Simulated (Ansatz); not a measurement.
# TiS2: how the settings move a single-point run

Aim: see which settings change the result for TiS2, by how much, and at what cost.

Computed with Ansatz 0.2.0 (reference: DFT, HSE06, plane waves, PAW, unless a step's input says otherwise).

2 further runs of the same task are left out: 2 that didn't finish.

## (1) The starting structure

Symmetry: P-3m1, No. 164, trigonal system. Conventional cell: a = 3.411 Å, b = 3.411 Å, c = 5.741 Å, α = 90.00°, β = 90.00°, γ = 120.00°. Around Ti (site symmetry -3m) lie 6 S at 2.42 Å. S (site symmetry 3m) is surrounded by 3 Ti at 2.42 Å.

Coordinates:

```
Ti S
1.0
     3.41091    0.00000    0.00000
    -1.70546    2.95394    0.00000
     0.00000    0.00000    5.74071
Ti S
1 2
Direct
  0.00000 0.00000 0.00000
  0.33333 0.66667 0.24483
  0.66667 0.33333 0.75517
```

## (2) Reference

File input.yaml:

```yaml
crystal:
  lattice:
    - [3.4109118758, 0.0, 0.0]
    - [-1.7054559379, 2.9539363345, 0.0]
    - [0.0, 0.0, 5.7407101484]
  atoms:
    - { symbol: Ti, position: [0.0, 0.0, 0.0] }
    - { symbol: S, position: [0.3333333333, 0.6666666667, 0.2448339574] }
    - { symbol: S, position: [0.6666666667, 0.3333333333, 0.7551660426] }
kpoints:
  mp_grid: { grid: [6, 6, 2] }
hamiltonian:
  xc: hse06
scf:
  occupations: { method: fermi_dirac, width: 0.02 }
  n_extra_bands: 4
output:
  forces: true
  stress: true
  eigenvalues: true
```

Started as:

```console
$ ansatz run input.yaml --threads 4 --pin off --max-ram 3686MiB --backend cpu --events-out ev --progress --plain --runs-dir out
```

## (3) Changed: mp_grid.grid [6, 6, 4], xc pbesol, accuracy low

Edit input.yaml of step 2 so:

```diff
@@ -10,5 +10,5 @@
 kpoints:
-  mp_grid: { grid: [6, 6, 2] }
+  mp_grid: { grid: [6, 6, 4] }
 hamiltonian:
-  xc: hse06
+  xc: pbesol
 scf:
@@ -20 +20,2 @@
   eigenvalues: true
+accuracy: low
```

## (4) Variant: exchange pbe, correlation pbe, coeff 0.3, omega 0.3

Edit input.yaml of step 2 so:

```diff
@@ -12,3 +12,3 @@
 hamiltonian:
-  xc: hse06
+  xc: { exchange: pbe, correlation: pbe, exx: { coeff: 0.3, omega: 0.3 } }
 scf:
```

## (5) Changing settings: xc wpbeh

Edit input.yaml of step 2 so:

```diff
@@ -12,3 +12,3 @@
 hamiltonian:
-  xc: hse06
+  xc: wpbeh
 scf:
```

## (6) Changed: exchange pbe, correlation pbe, coeff 0.75, omega 0.2078

Edit input.yaml of step 2 so:

```diff
@@ -12,3 +12,6 @@
 hamiltonian:
-  xc: hse06
+  xc:
+    exchange: pbe
+    correlation: pbe
+    exx: { coeff: 0.75, omega: 0.2078 }
 scf:
```

## (7) Changing settings: exchange pbe, correlation pbe, coeff 0.05, omega 0.5

Edit input.yaml of step 2 so:

```diff
@@ -12,3 +12,3 @@
 hamiltonian:
-  xc: hse06
+  xc: { exchange: pbe, correlation: pbe, exx: { coeff: 0.05, omega: 0.5 } }
 scf:
```

## (8) The same system, input altered

Edit input.yaml of step 2 so:

```diff
@@ -16,2 +16,4 @@
   n_extra_bands: 4
+  convergence: { dr2_threshold: 0.0001 }
+  max_iter: 83
 output:
```

(Steps that only read results are left out.)

Before running it: what results should come out? Wanted: for each run, ending; energy change; pressure; gap; force.

**Answer**, as computed:

| run | ending | energy change | pressure (GPa) | gap (eV) | force (eV/Å) | cycles | time |
| --- | --- | --- | --- | --- | --- | --- | --- |
| reference | converged | 0 | 0.1 | 0.61 | 0.25 | 35 | 9.6 s |
| 1: mp_grid.grid [6, 6, 4], xc pbesol, accuracy low | converged | not comparable | -2.3 | 0.00 | 0.04 | 7 | 0.48 s |
| 2: exchange pbe, correlation pbe, coeff 0.3, omega 0.3 | converged | not comparable | -0.1 | 0.59 | 0.28 | 37 | 9.4 s |
| 3: xc wpbeh | converged | not comparable | 0.2 | 0.61 | 0.22 | 37 | 9.3 s |
| 4: exchange pbe, correlation pbe, coeff 0.75, omega 0.2078 | converged | not comparable | -2.7 | 2.61 | 0.74 | 39 | 11 s |
| 5: exchange pbe, correlation pbe, coeff 0.05, omega 0.5 | converged | not comparable | 1.4 | 0.00 | 0.07 | 18 | 7.5 s |
| 6: dr2_threshold 0.0001 | converged | 0.0 meV/atom | 0.1 | 0.61 | 0.25 | 31 | 9.3 s |

Residual by cycle in the longest SCF loop of each run; runs are numbered as in the table. The quantity is the density residual dr2, in eV.

| cycle | reference | run 1 | run 2 | run 3 | run 4 | run 5 | run 6 |
| --- | --- | --- | --- | --- | --- | --- | --- |
| 1 | 2.8e-5 | 0.0129 | 5.9e-5 | 2.7e-5 | 0.00131 | 0.0138 | 0.0549 |
| 2 | 7.1e-7 | 0.00708 | 1.3e-6 | 6.4e-7 | 2.4e-4 | 0.00435 | 0.15 |
| 3 | 5.7e-7 | 0.00929 | 1.7e-6 | 5.9e-7 | 2.0e-4 | 2.4e-4 | 2.2e-4 |
| 4 | 6.6e-8 | 3.3e-4 | 1.4e-7 | 4.9e-7 | 4.0e-5 | 9.9e-6 | 7.3e-4 |
| 5 | 1.4e-7 | 1.8e-5 | 3.5e-7 | 5.8e-8 | 2.2e-5 | 1.4e-6 | 1.4e-5 |
| 6 | 7.1e-9 | 1.1e-7 | 1.8e-8 | 1.3e-7 | 7.1e-6 | 6.0e-7 | 5.6e-6 |
| 8 | 9.2e-8 | - | 2.7e-7 | 1.2e-8 | 9.1e-7 | 5.3e-10 | 7.0e-7 |
| 9 | 1.8e-9 | - | 5.0e-9 | 6.4e-8 | 7.1e-8 | - | 2.0e-6 |
| 10 | 8.9e-11 | - | 2.8e-10 | 1.8e-9 | 3.9e-8 | - | 8.8e-6 |
| 11 | - | - | 2.3e-12 | 7.2e-11 | 1.4e-9 | - | 1.0e-7 |
| 12 | - | - | - | - | 1.0e-10 | - | 8.0e-9 |
| 13 | - | - | - | - | - | - | 1.7e-10 |

**Reading.** «dr2_threshold 0.0001» leaves the energy as it was. Of the variants the dearest is «exchange pbe, correlation pbe, coeff 0.75, omega 0.2078» (11 s), the cheapest «mp_grid.grid [6, 6, 4], xc pbesol, accuracy low» (0.48 s), on a shared host.
